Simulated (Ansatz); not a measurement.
Consider the hydrogen abstraction from the O–H bond: `O[Si](F)(Cl)Cl` + `F[C](F)F`• → `[O][Si](F)(Cl)Cl`• + trifluoromethane.

Isolated molecules relaxed with PBE0-D4/def2-TZVP in Ansatz; ΔE leaves out vibrations. CBS: MP2 limit from def2 TZ/QZ plus the TZ coupled-cluster correction, frozen cores. This one scheme is used for every species. Functionals use def2-TZVPP. No spin–orbit coupling; open shells (•) take unrestricted orbitals. One conformer a species, not always the lowest.

CCSD(T)/CBS gives +17.3 kcal/mol.

**Question.** Another level gave +12.5 kcal/mol. Which?
A. ωB97M-V/def2-TZVPP
B. BHLYP/def2-TZVPP
C. r2SCAN-D4/def2-TZVPP
D. LC-ωPBE/def2-TZVPP

**Answer.** B. BHLYP 12.5, r2SCAN-D4 17.1, ωB97M-V 15.3, LC-ωPBE 19.0 kcal/mol.

Largest T1 diagnostic among the species: 0.014.

From BLYP to BHLYP (50 % exact exchange), in def2-TZVPP and without D4, ΔE moves by −1.3 kcal/mol. In def2-TZVPP, CCSD(T) changes the Hartree–Fock value by +9.9 kcal/mol (the triples alone add +1.0 kcal/mol) and MP2 by +16.1 kcal/mol.

CCSD(T)/CBS has its own doubt, a few kJ/mol and more with outer-core shells, so smaller differences from it don't rank the levels.
